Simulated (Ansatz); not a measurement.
Fe under changes of volume

One of the cells (12.019 Å³/atom); the others are scaled copies at fixed shape and fractional positions:

```
CELL_PARAMETERS angstrom
-1.44300 1.44300 1.44300
1.44300 -1.44300 1.44300
1.44300 1.44300 -1.44300
ATOMIC_POSITIONS crystal
Fe 0.00000 0.00000 0.00000
```

* Program: Ansatz 0.2.0
* Functional: r2SCAN
* Potentials or basis: Ansatz PAW
* Cutoff: 500 eV (not typed: the program's choice for these potentials)
* k mesh: 13 × 13 × 13
* Occupations: fermi-dirac, width 0.05 eV
* Spin: collinear spin, ferromagnetic start
* Starting moments: [3.0] μB

| volume (Å³/atom) | energy over the lowest point (meV/atom) | pressure (GPa) | moment (μB per cell) |
| --- | --- | --- | --- |
| 11.298 | 13.28 | 9.1 | 2.64 |
| 11.538 | ? | ? | ? |
| 11.778 | 0.00 | -0.1 | 2.65 |
| 12.019 | 3.33 | -4.0 | 2.65 |
| 12.259 | 12.04 | -7.3 | 2.66 |
| 12.499 | 25.37 | -10.3 | 2.67 |
| 12.740 | 43.18 | -13.1 | 2.67 |

Task: What does the run at 11.538 Å³/atom give?

Result: Energy over the lowest point 3.08 meV/atom; pressure 4.3 GPa; moment 2.65 μB per cell.

Worked out: A Birch-Murnaghan fit of order 3 (a polynomial in V^(-2/3)) to the other rows has its minimum at 11.77 Å³/atom with B0 = V·E''(V) = 205 GPa and B' = 5.6. It gives 3.08 meV/atom at 11.538 Å³/atom, against the run's 3.08, and -dE/dV = 4.3 GPa, against 4.3. A straight line through the other rows of the moment, of slope 0.0226 μB per Å³/atom, gives 2.64 μB, against the run's 2.65.

Energies are extrapolated to zero smearing.

Caveats: the magnetic or orbital state may not be the lowest; the PAW data sets come from PBE, with cores solved anew for the run's functional, which leaves a small shift of forces and pressure.
